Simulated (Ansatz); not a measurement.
input.yaml (Ansatz)

```yaml
crystal:
  lattice:
    - [2.4857407012, 0.0, 0.0]
    - [-1.2428703506, 2.1527145944, 0.0]
    - [0.0, 0.0, 4.4539797983]
  atoms:
    - { symbol: Cr, position: [0.3333333333, 0.6666666667, 0.25], spin: 1.5, spin_axis: [0, 0, 1] }
    - { symbol: Cr, position: [0.6666666667, 0.3333333333, 0.75], spin: -1.5, spin_axis: [0, 0, 1] }
hamiltonian:
  xc: pbe
  pseudopotentials:
    kind: paw_fr
    azcp:
      Cr: "pseudopotentials/Cr.paw.azcp"
basis:
  ecutwfc: 420
  fft_grid_basis: typed
kpoints:
  mp_grid: { grid: [14, 14, 7], shift: [0, 0, 0] }
magnetization:
  noncollinear: true
  spin_orbit: true
scf:
  occupations: { method: fermi_dirac, width: 0.05 }
```

and its output:

```
Engine: ansatz 0.2.0, x86_64-unknown-linux-gnu
Pseudopotentials: kind: paw_fr
Pseudopotential: Cr, paw_fr, valence charge 14, recommended cutoff 420 eV (normal) 
Functional definition: PBE
  parameter kappa = 0.804
  parameter beta = 0.06672455060314922
  exchange = pbe_x(kappa = kappa, mu = beta*pi^2/3)
  correlation = pbe_c(beta = beta)
Crystal: 2 atoms, lattice volume = 23.834 Å³
Basis set: ecut = 420 eV, 477 PW (Γ)
Bands: 36, of which v1, the nominal top of the filled ones, is band 28 counted from 1 (27 counted from 0)
Symmetry: 12 space group operations + 12 with time reversal
Magnetic group: BNS 194.266 (UNI 1496), of the structure as read, at distance tolerance 2.9e-5 Å
k-points: 160 of 1372
Projection manifold: j_resolved (fully-relativistic pseudo-atomic orbitals)
Non-local potential: Cr, projectors of the file, l = 0: 3, l = 1: 4, l = 2: 6, l = 3: 2
PAW form: soft (Blöchl's): semilocal exchange-correlation on the pseudo side does not see the compensation charge
PAW one-centre angular grid: Cr, 590 points (default); XC on 64 Gauss nodes
Initial density: superposition of atomic densities (chi_scale 0.1, normalization cell)
Starting moments: Σ|m| = 3 μB on 2 of 2 sites
Initial wavefunctions: pseudopotential atomic-orbital guess
Functional: x = pbe(κ = 0.804, μ = 0.2195149727645171), c = pbe(β = 0.06672455060314922)
SCF iter   1: F=—  HF=-6757.515606 eV  |F-HF|=—  |Δ(HF+E_count)|=         —  Δρ=2.36e-1  dr2=1.10e1  dr2_m=1.77e0  ethr=3.10e-3  |M|=5.04e-17 ∫|m|=1.35e0 μB  |m|>n=0.0e0 m-floor=0.0e0 τ_xc=1.3e-15 mc-row=0.0e0 uncertified=8  β_m=0.30  ⟨swp⟩=5.8  Hψ=25938  notcnv=0  defer=5
SCF iter   2: F=—  HF=-6755.441474 eV  |F-HF|=—  |Δ(HF+E_count)|=    2.07e0  Δρ=1.22e-1  dr2=2.97e0  dr2_m=8.15e-1  ethr=3.10e-3  |M|=2.59e-17 ∫|m|=1.37e0 μB  |m|>n=0.0e0 m-floor=0.0e0 τ_xc=2.4e-4 mc-row=0.0e0  β_m=0.30  ⟨swp⟩=2.0  Hψ=12001  notcnv=0  defer=178
SCF iter   3: F=—  HF=-6754.779243 eV  |F-HF|=—  |Δ(HF+E_count)|=   6.62e-1  Δρ=7.81e-2  dr2=8.60e-2  dr2_m=3.33e-1  ethr=3.10e-3  |M|=1.56e-17 ∫|m|=1.41e0 μB  |m|>n=0.0e0 m-floor=0.0e0 τ_xc=4.2e-4 mc-row=0.0e0  β_m=0.30  ⟨swp⟩=2.6  Hψ=11263  notcnv=0  defer=174
SCF iter   4: F=—  HF=-6754.768998 eV  |F-HF|=—  |Δ(HF+E_count)|=   1.02e-2  Δρ=7.06e-2  dr2=1.75e-2  dr2_m=2.72e-1  ethr=3.07e-4  |M|=5.43e-17 ∫|m|=1.25e0 μB  |m|>n=0.0e0 m-floor=0.0e0 τ_xc=5.8e-4 mc-row=0.0e0  β_m=0.30  ⟨swp⟩=2.8  Hψ=12409  notcnv=0  defer=108
SCF iter   5: F=—  HF=-6754.793728 eV  |F-HF|=—  |Δ(HF+E_count)|=   2.47e-2  Δρ=5.89e-2  dr2=8.24e-4  dr2_m=1.89e-1  ethr=6.24e-5  |M|=1.23e-18 ∫|m|=1.14e0 μB  |m|>n=0.0e0 m-floor=0.0e0 τ_xc=6.5e-4 mc-row=0.0e0  β_m=0.30  ⟨swp⟩=2.6  Hψ=11052  notcnv=0  defer=104
SCF iter   6: F=—  HF=-6754.817869 eV  |F-HF|=—  |Δ(HF+E_count)|=   2.41e-2  Δρ=5.15e-2  dr2=3.55e-4  dr2_m=1.45e-1  ethr=2.94e-6  |M|=2.11e-17 ∫|m|=1.03e0 μB  |m|>n=0.0e0 m-floor=0.0e0 τ_xc=6.8e-4 mc-row=0.0e0  β_m=0.30  ⟨swp⟩=2.6  Hψ=11287  notcnv=0  defer=104
SCF iter   7: F=—  HF=-6754.836884 eV  |F-HF|=—  |Δ(HF+E_count)|=   1.90e-2  Δρ=4.50e-2  dr2=2.90e-4  dr2_m=1.11e-1  ethr=1.27e-6  |M|=5.69e-17 ∫|m|=9.39e-1 μB  |m|>n=0.0e0 m-floor=0.0e0 τ_xc=6.6e-4 mc-row=0.0e0  β_m=0.30  ⟨swp⟩=2.6  Hψ=11748  notcnv=0  defer=104
...
SCF iter  17: F=—  HF=-6754.906094 eV  |F-HF|=—  |Δ(HF+E_count)|=   2.52e-6  Δρ=3.06e-5  dr2=6.56e-9  dr2_m=6.49e-8  ethr=3.57e-10  |M|=4.00e-20 ∫|m|=6.91e-4 μB  |m|>n=0.0e0 m-floor=0.0e0 τ_xc=6.5e-8 mc-row=0.0e0  β_m=0.86  ⟨swp⟩=3.5  Hψ=22153  notcnv=0
SCF iter  18: F=—  HF=-6754.906094 eV  |F-HF|=—  |Δ(HF+E_count)|=   1.41e-7  Δρ=6.74e-6  dr2=7.77e-9  dr2_m=1.72e-9  ethr=2.34e-11  |M|=3.68e-22 ∫|m|=8.08e-5 μB  |m|>n=0.0e0 m-floor=0.0e0 τ_xc=7.9e-10 mc-row=0.0e0  β_m=0.92  ⟨swp⟩=3.0  Hψ=12936  notcnv=0
SCF iter  19: F=—  HF=-6754.906094 eV  |F-HF|=—  |Δ(HF+E_count)|=   2.57e-9  Δρ=4.28e-6  dr2=3.16e-9  dr2_m=3.41e-10  ethr=2.34e-11  |M|=5.08e-22 ∫|m|=4.08e-5 μB  |m|>n=0.0e0 m-floor=0.0e0 τ_xc=2.7e-10 mc-row=0.0e0  β_m=0.82  ⟨swp⟩=2.1  Hψ=11092  notcnv=0
SCF iter  20: F=—  HF=-6754.906094 eV  |F-HF|=—  |Δ(HF+E_count)|=  2.73e-10  Δρ=8.88e-7  dr2=6.22e-11  dr2_m=1.24e-10  ethr=1.13e-11  |M|=1.50e-21 ∫|m|=2.56e-5 μB  |m|>n=0.0e0 m-floor=0.0e0 τ_xc=8.9e-11 mc-row=0.0e0  β_m=0.91  ⟨swp⟩=2.0  Hψ=10972  notcnv=0
SCF iter  21: F=-6754.906094 eV  HF=-6754.906094 eV  |F-HF|=6.37e-12  |Δ(HF+E_count)|=  3.57e-10  Δρ=3.66e-7  dr2=2.36e-11  dr2_m=1.42e-11  ethr=1.00e-12  |M|=6.73e-22 ∫|m|=8.29e-6 μB  |m|>n=0.0e0 m-floor=0.0e0 τ_xc=2.8e-12 mc-row=0.0e0  ⟨swp⟩=2.0  Hψ=11010  notcnv=0
WARN: the starting moments were not kept: the SCF closed with an absolute magnetisation of 8.2e-6 μB, where they sum to 3 μB in size (2 sites). That is at most 0.1 of that sum. Measured as dr2_m measures the in/out step, that magnetisation stands 2.0e-11 eV from none, at or under the dr2_threshold of 1.0e-7 eV: it is no larger than a step whose dr2_m would equal this threshold. The system may hold no moment; this SCF shows only that its start led to no more than that. To try another start: raise the starting moments (crystal.atoms[].spin, magnetization.per_species, magnetization.initial_magnetization, or on a non-collinear deck that types none of these the spinor_matrix: blocks that start its atoms; where the total moment is fixed, keep their sum and leave initial_magnetization as it is; typed ones take the place of any that the run laid by itself, positive ones on a crystal's lanthanoids without a Hubbard term where scf.initial_density.shell_occupations: [] is typed) or, if the notice of its spin-set hold's release reads "site moments contracting" or "site moments show no strong build", lengthen the hold (scf.mixing.spin_hold: { on: { confirm: 4 } }; for m-r²SCAN on two components see the key's manual first). Each may lead to a state that holds a moment. A second SCF, from the converged charge density, with the starting moments and any scf.initial_density.shell_occupations laid on it anew, would have followed, and was not run: the deck does not ask for one (magnetization.retry_lost_moments is false, the default). To let it run, set magnetization.retry_lost_moments: true and run the deck again, where that key's refused combinations let it; where memory then withholds it, that run's warning says so.
SCF 1 converged in 21 iterations: F = -6754.906094 eV  dr2 = 2.36e-11
SCF converged after 21 iterations
Magnetization: |M| = 0.0000 μB,  M = (-0.0000, -0.0000, -0.0000) μB
Absolute magnetization: 0.0000 μB (∫|m|, with the PAW one-centre terms)
  site 0: m = (-0.0000, -0.0000, -0.0000) μB, |m| = 0.0000 μB  (R = 1.03 Å)
  site 1: m = (+0.0000, +0.0000, +0.0000) μB, |m| = 0.0000 μB  (R = 1.03 Å)
Free energy (F): -6754.906094 eV
Harris-Foulkes:  -6754.906094 eV  (|F-HF|=6.37e-12)
Internal energy: -6754.878029 eV  (E = F + TS)
E sigma→0 (E₀):  -6754.892061 eV
Entropy (-TS):   -0.028065 eV (-14.032 meV/atom)
Fermi energy:    18.598796 eV
--- Per-component energies (eV) ---
  E_band       = -303.612456
  E_kinetic    = 686.836293
  E_local      = -2418.943366  (includes V_loc(G=0)·N_el)
  E_nonlocal   = 158.111715
  E_hartree    = 1053.519640
  E_xc         = -279.865557
  E_vxc        = -357.058335  (∫ρ·V_xc dr)
  E_paw        = -2390.485493  (= ΣΔE_a)
  E_vpaw       = -479.598474  (= ΣTr[D̂ρ^β])
  E_aug_tail   = 0.000750  (compensation charges beyond the density's cutoff)
  E_ewald      = -3564.052010
  E_smearing   = -0.028065  (= −TS)
  E_closure    = 0.000000  (closes the sum)
  Σ components = -6754.906094   (vs F -6754.906094, Δ=0.00e0)
```

Command:

```sh
ansatz run input.yaml --threads 1 --pin off --max-ram 3584MiB --backend cpu --events-out ev --progress --plain --runs-dir out
```

On 1 thread of Intel(R) Xeon(R) Platinum 8259CL CPU @ 2.50GHz (Skylake/Cascade Lake) (shared host) this took about 93 s of wall time and 93 s of CPU time.
